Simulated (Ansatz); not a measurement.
# Si6HCl: the cost of one run

Program: Ansatz 0.2.0. Level of theory: DFT RPBE, scalar-relativistic, plane waves, PAW. These are calculated values, not measurements.

The COD entry's cell or inner coordinates are ideal or old and differ from later refinements, so a difference from it is no clean test against experiment.

2 further runs of the same task are left out: 2 set aside as unsound or not needed.

**1. Starting point**

It takes space group P3m1 (No. 156, trigonal). The conventional cell has a = 3.890 Å, b = 3.890 Å, c = 25.637 Å, α = 90.00°, β = 90.00°, γ = 120.00°. H (site symmetry 3m) has 1 Si at 1.49 Å as nearest neighbours. Si (site symmetry 3m) is surrounded by 1 H at 1.49 Å. Around Si (site symmetry 3m) lie 4 Si at 2.38 Å. Around Si (site symmetry 3m) lie 4 Si at 2.38 to 2.40 Å. Si (site symmetry 3m) has 4 Si at 2.33 to 2.40 Å as nearest neighbours. Si (site symmetry 3m) has 3 Si at 2.33 Å as nearest neighbours.

Coordinates:

```cif
data_structure
_symmetry_space_group_name_H-M 'P 1'
_symmetry_Int_Tables_number 1
_cell_length_a 3.8905
_cell_length_b 3.8905
_cell_length_c 25.6372
_cell_angle_alpha 90.000
_cell_angle_beta 90.000
_cell_angle_gamma 120.000
_cell_volume 336.05
loop_
_atom_site_label
_atom_site_type_symbol
_atom_site_fract_x
_atom_site_fract_y
_atom_site_fract_z
_atom_site_occupancy
H1 H 0.33333 0.66667 0.33155 1
Si1 Si 0.33333 0.66667 0.38967 1
Si2 Si 0.00000 0.00000 0.42064 1
Si3 Si 0.00000 0.00000 0.51348 1
Si4 Si 0.66667 0.33333 0.54392 1
Si5 Si 0.66667 0.33333 0.63747 1
Si6 Si 0.33333 0.66667 0.66211 1
```

Planes are indexed in the bulk's conventional cell (Fd-3m (No. 227)), a = 5.502 Å, b = 5.502 Å, c = 5.502 Å, α = 90.00°, β = 90.00°, γ = 90.00°.

It is a (111) slab, 8.6 Å thick as cut, with 17 Å of vacuum; its outer planes are Si (top) and Si (bottom). An earlier relaxation, lower half held, gave -3848.1505 eV, work function 4.54 eV (top face), 4.35 eV (bottom face), dipole along +c -0.014 e·Å per cell.

**2. Start: Cl, top (Si)**

With the adsorbate the run is spin-polarised.

Input file input.yaml:

```yaml
crystal:
  lattice:
    - [3.8904585682, 0.0, 0.0]
    - [-1.9452292841, 3.3692359525, 0.0]
    - [0.0, 0.0, 27.6372287682]
  atoms:
    - { symbol: H, position: [0.3333333333, 0.6666666667, 0.3075561617] }
    - { symbol: Si, position: [0.3333333333, 0.6666666667, 0.3614689477] }
    - { symbol: Si, position: [0.0, 0.0, 0.3902032515] }
    - { symbol: Si, position: [0.0, 0.0, 0.4763217182] }
    - { symbol: Si, position: [0.6666666667, 0.3333333333, 0.5045602143] }
    - { symbol: Si, position: [0.6666666667, 0.3333333333, 0.59133567] }
    - { symbol: Si, position: [0.3333333333, 0.6666666667, 0.6141991909] }
    - { symbol: Cl, position: [0.3333333333, 0.6666666667, 0.6916309775], spin: 1.0 }
basis:
  ecutwfc: 420
kpoints:
  mp_grid: { grid: [9, 9, 1] }
hamiltonian:
  xc: rpbe
scf:
  occupations: { method: gaussian, width: 0.05 }
output:
  forces: true
  eigenvalues: true
  populations: true
magnetization:
  spin_polarized: true
relax:
  adjacent_minimum: "off"
  f_tol: 0.03
  max_steps: 70
  constraints: [{ sites: [0, 1, 2] }]
efield:
  axis: 3
  dipole_correction: true
```

Run with:

```
$ ansatz run input.yaml --threads 1 --pin off --max-ram 2560MiB --backend cpu --events-out ev --progress --plain --runs-dir out
```

**Question.** How long does this run take on 1 thread of Intel Xeon at 2.70GHz, shared host, and how much memory does it need?

About 4.5 min, with a peak of 0.63 GiB.
